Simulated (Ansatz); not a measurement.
## Moving spin-orbit coupling in La2O3

```cif
data_structure
_symmetry_space_group_name_H-M 'P 1'
_symmetry_Int_Tables_number 1
_cell_length_a 3.9308
_cell_length_b 3.9308
_cell_length_c 6.1120
_cell_angle_alpha 90.000
_cell_angle_beta 90.000
_cell_angle_gamma 120.000
_cell_volume 81.78
loop_
_atom_site_label
_atom_site_type_symbol
_atom_site_fract_x
_atom_site_fract_y
_atom_site_fract_z
_atom_site_occupancy
La1 La 0.33333 0.66667 0.24624 1
La2 La 0.66667 0.33333 0.75376 1
O1 O 0.00000 0.00000 0.00000 1
O2 O 0.33333 0.66667 0.64589 1
O3 O 0.66667 0.33333 0.35411 1
```

The cell is a database's computed one, not the measured one.

Kept alike: task band structure; functional PBEsol; k mesh 8 × 8 × 5; occupations fermi-dirac, width 0.05 eV. Program: Ansatz, Ansatz PAW, cutoff 420 eV. The mesh is that of the run's cell of 5 atoms.

```csv
spin-orbit coupling,band gap (eV)
off,3.769
on,3.752
```

Gaps are the smaller of the mesh's and the band path's. All rows use potentials made for PBE.

The band gap runs from 3.752 (on) to 3.769 eV (off). Spin-orbit coupling splits p and d bands at the edges, and the more so the heavier the atoms.
